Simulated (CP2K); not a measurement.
Crystal: InAs.

```
In As
1.0
     4.06912    0.00000    0.00000
     2.03456    3.52396    0.00000
     2.03456    1.17465    3.32242
In As
1 1
Direct
  0.50000 0.50000 0.50000
  0.00000 0.00000 0.00000
```

Measurements of this composition are mostly on another form, of space group No. 216.

Base run:

```yaml
Program: CP2K 2026.2
Functional: PBE
Dispersion: D4
Potentials_or_basis: POTENTIAL_UZH In GTH-PBE-q13, As GTH-PBE-q5; TZVP-MOLOPT-PBE-GTH basis
Density_cutoff: 6123 eV
k_mesh: 8 × 8 × 8
Occupations: fermi-dirac, width 0.05 eV
Spin: no spin polarisation
```

Its results: band gap on the k mesh none (metal or under the smearing width); pressure -2.2 GPa.

After a change of settings the same cell gave: band gap on the k mesh none (metal or under the smearing width); pressure -1.2 GPa. Which change was it?
A. dispersion from D4 to D3
B. dispersion from D4 to D3(BJ)+ATM
C. dispersion from D4 to D2
D. dispersion from D4 to D3(BJ)

A.

Caveats: the basis of atomic orbitals isn't converged, which shifts pressures, moduli and gaps; pairwise dispersion overbinds metals, which lowers pressure and volume.
